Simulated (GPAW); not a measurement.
# CdS (Greenockite) (P6_3mc) in GPAW: notebook

The runs below take CdS (Greenockite) through band structure, with PBEint, PBE.

Program: GPAW 26.7.0. These are calculated values, not measurements. Logs are shortened: lines on timing, memory, paths and dates and some standing lists are left out, and cuts for length are marked. The log counts tension as positive stress, the text compression.

**The experiment to reproduce.**

“Isotope dependence of band-gap energy”, 2008, arxiv:0807.2152 quotes, for a bulk crystal of CdS: band gap 2.5809 ± 0.0002 eV.

The runs below are set against these values where they give the same quantity.

## (1) The crystal as given

It takes space group P6_3mc (No. 186, hexagonal). Conventional cell: a = 4.150 Å, b = 4.150 Å, c = 6.737 Å, α = 90.00°, β = 90.00°, γ = 120.00°. Cd (site symmetry 3m) has 4 S at 2.53 to 2.54 Å as nearest neighbours. S (site symmetry 3m) has 4 Cd at 2.53 to 2.54 Å as nearest neighbours.

## (2) Band structure, PBEint, spin-orbit coupling, no magnetisation

run.py reads:

```python
import numpy as np
from ase.dft.bandgap import bandgap
from ase.io import read, write
from ase.units import GPa
from gpaw import GPAW, PW, setup_paths
from gpaw.spinorbit import soc_eigenstates

setup_paths.insert(0, '.')

atoms = read('CdS.xyz')

calc = GPAW(mode=PW(600),
            xc='GGA_X_PBEINT+GGA_C_PBEINT',
            kpts={'size': (5, 5, 3), 'gamma': True},
            occupations={'name': 'fermi-dirac', 'width': 0.05},
            nbands=31,
            convergence={'density': 1e-05, 'energy': 1e-05},
            maxiter=150,
            txt='gpaw.txt')
atoms.calc = calc
energy = atoms.get_potential_energy()
forces = atoms.get_forces()
stress = atoms.get_stress()
calc.write('gs.gpw')
write('result.traj', atoms)
print(f'Energy: {energy:.6f} eV')
print('Forces (eV/A):')
print(forces.round(4))
print('Stress (GPa):', (stress / GPa).round(3))
print('Fermi level:', round(calc.get_fermi_level(), 4), 'eV')
print(f'Gap: {bandgap(calc)[0]:.4f} eV, direct: {bandgap(calc, direct=True)[0]:.4f} eV')

path = atoms.cell.bandpath('GMKGALHA,LM,KH', npoints=100, eps=1e-4)
bs_calc = calc.fixed_density(kpts=path, symmetry='off', nbands=51,
                             convergence={'bands': 'CBM+6.0', 'eigenstates': 1e-6}, txt='bands.txt')
bs = bs_calc.band_structure()
bs.write('bs.json')
print(f'Gap on the path: {bandgap(bs_calc)[0]:.4f} eV')

soc = soc_eigenstates(bs_calc, theta=0, phi=0)
np.savetxt('soc_bands.dat', soc.eigenvalues(), fmt='%.4f')
mesh = soc_eigenstates('gs.gpw', theta=0, phi=0)
np.savetxt('soc_mesh.dat', mesh.eigenvalues(), fmt='%.4f')
print('Fermi level with spin-orbit coupling:', round(mesh.fermi_level, 4), 'eV')
```

CdS.xyz reads:

```xyz
4
Lattice="4.1500000000 0.0000000000 0.0000000000 -2.0750000000 3.5940054257 0.0000000000 0.0000000000 0.0000000000 6.7370000000" Properties=species:S:1:pos:R:3 pbc="T T T"
Cd     2.0750000002      1.1980018084      3.3685000000
Cd    -0.0000000002      2.3960036173      0.0000000000
S      2.0750000002      1.1980018084      5.8948750000
S     -0.0000000002      2.3960036173      2.5263750000
```

Potentials or basis: PAW data sets generated in the run's folder for this functional, pw.

On the command line:

```
$ gpaw-setup -f GGA_X_PBEINT+GGA_C_PBEINT Cd S
$ OMP_NUM_THREADS=1 python run.py
```

gpaw.txt:

```text
__  _  _
 | _ |_)|_||  |
 |__||  | ||/\| - 26.7.0

Input parameters:
  mode=PW(ecut=600.0),
  convergence={'density': 1e-05, 'energy': 1e-05},
  kpts=MonkhorstPack(size=(5, 5, 3), gamma=True),
  maxiter=150,
  nbands=31,
  occupations=Occupations(name='fermi-dirac', width=0.05),
  xc=XC(name='GGA_X_PBEINT+GGA_C_PBEINT')

Diagonalizing LCAO Hamiltonian
Converting LCAO to pw mode

            S

            Cd
        S

        Cd

Atoms  # Å, Bohr magnetons
|   | symbol |         x |        y |        z |    initial magnetic moments |
|---|--------|-----------|----------|----------|-----------------------------|
| 0 |     Cd |  2.075000 | 1.198002 | 3.368500 | ( 0.0000,  0.0000,  0.0000) |
| 1 |     Cd | -0.000000 | 2.396004 | 0.000000 | ( 0.0000,  0.0000,  0.0000) |
| 2 |      S |  2.075000 | 1.198002 | 5.894875 | ( 0.0000,  0.0000,  0.0000) |
| 3 |      S | -0.000000 | 2.396004 | 2.526375 | ( 0.0000,  0.0000,  0.0000) |

Unit cell  # Å
| periodic |         x |        y |        z |  lengths |     angles |
|----------|-----------|----------|----------|----------|------------|
|      yes |  4.150000 | 0.000000 | 0.000000 | 4.150000 |  90.000000 |
|      yes | -2.075000 | 3.594005 | 0.000000 | 4.150000 |  90.000000 |
|      yes |  0.000000 | 0.000000 | 6.737000 | 6.737000 | 120.000000 |

Number of symmetries: 6
Symmetry operations  # r_c * U_cc + t_c -> r_c
|   | kind |            matrix            |
|---|------|------------------------------|
| 0 |  σ   |  1, 1, 0,  0,-1, 0,  0, 0, 1 |
| 1 |  E   |  1, 0, 0,  0, 1, 0,  0, 0, 1 |
| 2 |  C3  |  0, 1, 0, -1,-1, 0,  0, 0, 1 |
| 3 |  σ   |  0,-1, 0, -1, 0, 0,  0, 0, 1 |
| 4 |  σ   | -1, 0, 0,  1, 1, 0,  0, 0, 1 |
| 5 |  C3  | -1,-1, 0,  1, 0, 0,  0, 0, 1 |

BZ-sampling:
  Number of BZ points: 75
  Number of IBZ points: 12

  Monkhorst-Pack size: [5, 5, 3]
  Monkhorst-Pack shift: [0, 0, 0]

K-points  # in reciprocal-cell coordinates
|     |                                coordinates |     weight |
|-----|--------------------------------------------|------------|
|   0 | (  0.00000000,   0.00000000,   0.00000000) | 0.01333333 |
|   1 | (  0.00000000,   0.00000000,   0.33333333) | 0.02666667 |
|   2 | (  0.20000000,   0.00000000,  -0.33333333) | 0.08000000 |
|   3 | (  0.20000000,   0.00000000,   0.00000000) | 0.08000000 |
|   4 | (  0.20000000,   0.00000000,   0.33333333) | 0.08000000 |
|   5 | (  0.40000000,  -0.20000000,   0.00000000) | 0.08000000 |
|   6 | (  0.40000000,  -0.20000000,   0.33333333) | 0.16000000 |
|   7 | (  0.40000000,   0.00000000,  -0.33333333) | 0.08000000 |
|   8 | (  0.40000000,   0.00000000,   0.00000000) | 0.08000000 |
|   9 | (  0.40000000,   0.00000000,   0.33333333) | 0.08000000 |
| ... |                                            |            |
|  11 | (  0.40000000,   0.40000000,   0.33333333) | 0.16000000 |

Plane wave coefficients: 3372
Cutoff: 600.0 eV

Spin-components: 1 (collinear spins)
Bands:           31
Projectors:      22
Spin-degeneracy: 2
Datatype:        complex128

Parallelization:
  kpt:    1
  domain: 1
  band:   1

Density:
  Valence electrons: 36.0
  Components: 1
  Grid points: [24 24 40]
  Charge: 0.0  # |e|

Potential:
  Grid points: [24 24 40]

species:
  Cd:
    name:    Cadmium
    Z:       48.0
    valence: 12
    core:    36
    charge:  0.0  # [|e|]
    compensation charges:
      type: gauss
      rc: 0.38  # [Å]
      lmax: 2
    cutoffs:
      filter: 2.12  # [Å]
      core: 2.62  # [Å]
    projectors
    | kind |    occ | energy [eV] | rcut [Å] |
    |------|--------|-------------|----------|
    |   5s |  2.000 |      -5.596 |    1.191 |
    |   5p |  0.000 |      -1.108 |    1.228 |
    |   4d | 10.000 |     -11.687 |    1.164 |
    |    s |        |      21.615 |    1.191 |
    |    p |        |      26.104 |    1.228 |
    |    d |        |      15.524 |    1.164 |

    Using partial waves for Cd as LCAO basis

  S:
    name:    Sulfur
    Z:       16.0
    valence: 6
    core:    10
    charge:  0.0  # [|e|]
    compensation charges:
      type: gauss
      rc: 0.24  # [Å]
      lmax: 2
    cutoffs:
      filter: 1.77  # [Å]
      core: 1.66  # [Å]
    projectors
    | kind |    occ | energy [eV] | rcut [Å] |
    |------|--------|-------------|----------|
    |   3s |  2.000 |     -17.162 |    0.974 |
    |   3p |  4.000 |      -6.943 |    0.979 |
    |    s |        |      10.049 |    0.974 |
    |    p |        |      20.268 |    0.979 |
    |    d |        |       0.000 |    0.900 |

    Using partial waves for S as LCAO basis

Reference energy: -325892.382750  # eV

eigensolver:
  PPCG
  Converge bands: occupied
  niter=2

density mixing:
  MSR1-Mixer
  Pratt-step length: 0.05
  Maximum mixing coefficient: 0.75
  Old densities: 10
  SVD Regularization: 0.005
  Good broyden scale: 1.0
  Trust region scale: 1.0
  Backstep threshold: 4.0
  History deletion threshold: 6.0
  Fourier metric: weight=20.0, sigma=0.015

occupation numbers:
  Fermi-Dirac:
    width: 0.0500  # eV

poisson solver:
  ecut: 4800.0  # eV

xc functional:
  name: GGA_X_PBEINT+GGA_C_PBEINT with 2 nearest neighbor stencil

convergence criteria:
- Maximum integral of absolute [dens]ity change: 1e-05 electrons / valence electron
- Maximum [total energy] change in last 3 cyles: 1e-05 eV / valence electron
- Maximum integral of absolute [eigenst]ate change: 4e-08 eV^2 / valence electron
maximum number of iterations: 150

SCF iterations
|iter     | |      energy | eigst |  dens |
|---------|-|-------------|-------|-------|
|iter:   1| |  -14.350676 | -0.41 |       |
|iter:   2| |  -14.139296 | -2.12 | -1.13 |
|iter:   3| |  -13.387348 | -1.39 | -1.18 |
|iter:   4| |  -13.380852 | -3.27 | -1.73 |
|iter:   5| |  -13.379531 | -3.66 | -2.18 |
|iter:   6| |  -13.379610 | -5.01 | -2.92 |
|iter:   7| |  -13.379624c| -6.24 | -3.48 |
|iter:   8| |  -13.379623c| -7.21 | -4.29 |
|iter:   9| |  -13.379623c| -7.75c| -4.72 |
|iter:  10| |  -13.379623c| -8.05c| -5.18c|

Converged in 10 steps
Energy contributions relative to reference atoms: (reference = -325892.382750)

Energy contributions:
  Kinetic:          33.207186
  Coulomb:         -30.348865
  Zero:              0.313218
  External:          0.000000
  Xc:              -16.551162
  Entropy:          -0.000001
  Spinorbit:         0.000000
  ----------------------------
  Free energy:     -13.379624
  Extrapolated:    -13.379623

dipole moment: (-0.000006, -0.000018, -19.003577)  # |e|*Ang

Fermi level: 4.038
Eigenvalues  # (at kpt = [0.000, 0.000, 0.000])
| band index |      eig [eV] | occ [0-2] |
|------------|---------------|-----------|
|          0 |        -8.867 |     2.000 |
|        ... |               |           |
|         10 |        -3.666 |     2.000 |
|         11 |        -3.328 |     2.000 |
|         12 |        -0.945 |     2.000 |
|         13 |         2.671 |     2.000 |
|         14 |         2.671 |     2.000 |
|         15 |         3.401 |     2.000 |
[... 8 lines left out ...]
|         24 |        10.916 |     0.000 |
|         25 |        11.076 |     0.000 |
|        ... |               |           |
|         30 |        14.909 |     0.000 |

Gap: 1.140 eV
Transition (v -> c):
  (s=0, k=0, n=17, [0.00, 0.00, 0.00]) -> (s=0, k=0, n=18, [0.00, 0.00, 0.00])
No difference between direct/indirect transitions

Forces  # eV/Ang
|        x |       y |        z |
|----------|---------|----------|
| -0.00000 | 0.00000 | -0.06400 |  # Cd   0
|  0.00000 | 0.00000 | -0.06364 |  # Cd   1
| -0.00000 | 0.00000 |  0.06392 |  # S    2
| -0.00000 | 0.00000 |  0.06368 |  # S    3

Stress tensor  # eV/Ang^3
|        x |        y |         z |
|----------|----------|-----------|
| 0.001737 | 0.000000 |  0.000000 |
| 0.000000 | 0.001737 |  0.000000 |
| 0.000000 | 0.000000 | -0.001500 |

# Writing to gs.gpw (mode='')
```

It took 3.4 min on 1 thread of Arm Neoverse V1, shared host; peak memory 0.62 GiB.

Results:

* Free energy: -13.3796 eV
* Pressure: -0.1 GPa
* Largest force: 0.064 eV/Å
* Band gap on the k mesh: 1.12 eV, direct
* Band gap along the path: 1.12 eV, direct

Forces on the atoms (eV/Å):
```
Cd   0.000  0.000 -0.064
Cd   0.000  0.000 -0.064
S    0.000  0.000  0.064
S    0.000  0.000  0.064
```

Stress tensor (GPa, compression positive):
```
-0.28  0.00  0.00
 0.00 -0.28  0.00
 0.00  0.00  0.24
```

Levels at the corners of the path, in eV from the valence-band top:
```
point  band 33  band 34  band 35  band 36  band 37  band 38  band 39  band 40
    Γ    -0.02    -0.02     0.00     0.00     1.12     1.12     2.71     2.71
    M    -1.32    -1.32    -0.76    -0.76     3.63     3.63     3.81     3.81
    K    -1.87    -1.84    -1.63    -1.63     4.56     4.56     4.99     5.02
    Γ    -0.02    -0.02     0.00     0.00     1.12     1.12     2.71     2.71
    A    -0.40    -0.40    -0.40    -0.40     2.77     2.77     2.77     2.77
    L    -1.34    -1.34    -1.34    -1.34     3.40     3.40     3.40     3.40
    H    -1.15    -1.15    -1.14    -1.14     4.28     4.28     4.33     4.33
    A    -0.40    -0.40    -0.40    -0.40     2.77     2.77     2.77     2.77
    L    -1.34    -1.34    -1.34    -1.34     3.40     3.40     3.40     3.40
    M    -1.32    -1.32    -0.76    -0.76     3.63     3.63     3.81     3.81
    K    -1.87    -1.84    -1.63    -1.63     4.56     4.56     4.99     5.02
    H    -1.15    -1.15    -1.14    -1.14     4.28     4.28     4.33     4.33
```

Caveat: spin-orbit coupling was added after a scalar SCF, so levels and gaps hold it while energy, forces, pressure and moments don't; this program's spin-orbit splittings come out too wide for heavy elements.

## (3) Band structure, PBE

run.py reads:

```python
from ase import Atoms
from ase.dft.bandgap import bandgap
from ase.io import write
from gpaw import GPAW

atoms = Atoms(['Cd', 'Cd', 'S', 'S'],
              cell=[[4.15, 0.0, 0.0],
                    [-2.075, 3.5940054257, 0.0],
                    [0.0, 0.0, 6.737]],
              scaled_positions=[[0.6666666667, 0.3333333333, 0.5],
                                [0.3333333333, 0.6666666667, 0.0],
                                [0.6666666667, 0.3333333333, 0.875],
                                [0.3333333333, 0.6666666667, 0.375]],
              pbc=True)

calc = GPAW(mode='lcao',
            h=0.2,
            basis='dz(dzp)',
            xc='PBE',
            kpts={'size': (5, 5, 3), 'gamma': True},
            occupations={'name': 'fermi-dirac', 'width': 0.05},
            convergence={'density': 1e-05, 'energy': 1e-05},
            maxiter=150,
            txt='gpaw.txt')
atoms.calc = calc
energy = atoms.get_potential_energy()
forces = atoms.get_forces()
calc.write('gs.gpw')
write('result.traj', atoms)
print(f'Energy: {energy:.6f} eV')
print('Forces (eV/A):')
print(forces.round(4))
print('Fermi level:', round(calc.get_fermi_level(), 4), 'eV')
print(f'Gap: {bandgap(calc)[0]:.4f} eV, direct: {bandgap(calc, direct=True)[0]:.4f} eV')

path = atoms.cell.bandpath('GMKGALHA,LM,KH', npoints=80, eps=1e-4)
bs_calc = calc.fixed_density(kpts=path, symmetry='off', txt='bands.txt')
bs = bs_calc.band_structure()
bs.write('bs.json')
print(f'Gap on the path: {bandgap(bs_calc)[0]:.4f} eV')
```

Potentials or basis: GPAW PAW data sets (gpaw-data 1.2.1), lcao:dz(dzp).

On the command line:

```
$ OMP_NUM_THREADS=1 python run.py
```

It took 25 s on 1 thread of Arm Neoverse V1, shared host; peak memory 0.21 GiB.

The run converged, but some of its settings lie outside the range that counts as converged, so its numbers aren't taken as properties of the crystal.

What came out:

| Item | Value |
| --- | --- |
| Free energy | -10.4615 eV |
| Largest force | 0.070 eV/Å |
| Band gap on the k mesh | 1.21 eV, direct |
| Band gap along the path | 1.21 eV, direct |

Caveat: the real-space grid adds noise to forces; the basis of atomic orbitals isn't converged, which shifts pressures, moduli and gaps.

## (4) Against experiment

Step 2. A measured gap of CdS is 2.5809 eV (quoted in “Isotope dependence of band-gap energy”, 2008, arxiv:0807.2152); the calculated 1.12 eV misses it by -1.46 eV. So large a miss can be the level of theory's own, or it may mean another phase, state or a wrong row. The value is that of PBEint, without temperature or zero-point motion.
